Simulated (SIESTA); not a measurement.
## Te2Pt (Moncheite) under changes of volume

One of the cells (24.626 Å³/atom); the others are scaled copies at fixed shape and fractional positions:

```
Pt Te
1.0
     4.03656    0.00000    0.00000
    -2.01828    3.49576    0.00000
     0.00000    0.00000    5.23544
Pt Te
1 2
Direct
  0.00000 0.00000 0.00000
  0.66667 0.33333 0.75000
  0.33333 0.66667 0.25000
```

- Program: SIESTA 5.4.2
- Functional: PBE
- Potentials or basis: PseudoDojo 0.4 standard (PBE files)
- Basis: DZP (energy shift 0.003 Ry; two zetas on semicore shells)
- Grid cutoff: 800 Ry
- Energy shift: 0.003 Ry
- k mesh: 8 × 8 × 5
- Occupations: fermi-dirac, width 0.05 eV
- Spin: no spin polarisation

```tsv
volume (Å³/atom)	energy over the lowest point (meV/atom)	pressure (GPa)	largest force (eV/Å)
22.694	222.01	22.4	2.609
23.177	?	?	?
23.660	111.31	15.0	1.898
24.626	39.49	9.0	1.321
25.108	15.92	6.6	1.045
25.591	0.00	4.2	0.814
```

What does the run at 23.177 Å³/atom give?

Energy over the lowest point 161.14 meV/atom; pressure 18.2 GPa; largest force 2.227 eV/Å.

Worked out: A Birch-Murnaghan fit of order 3 (a polynomial in V^(-2/3)) to the other rows has no minimum within the range. It gives 161.38 meV/atom at 23.177 Å³/atom, against the run's 161.14, and -dE/dV = 18.3 GPa, against 18.2.

Energies are extrapolated to zero smearing.

Caveats: short orbitals over semicore shells can move pressures by several GPa; the basis of atomic orbitals isn't converged, which shifts pressures, moduli and gaps; forces of over 1 eV/Å show positions far from the minimum, so gaps and moduli don't describe the material at rest (some runs).
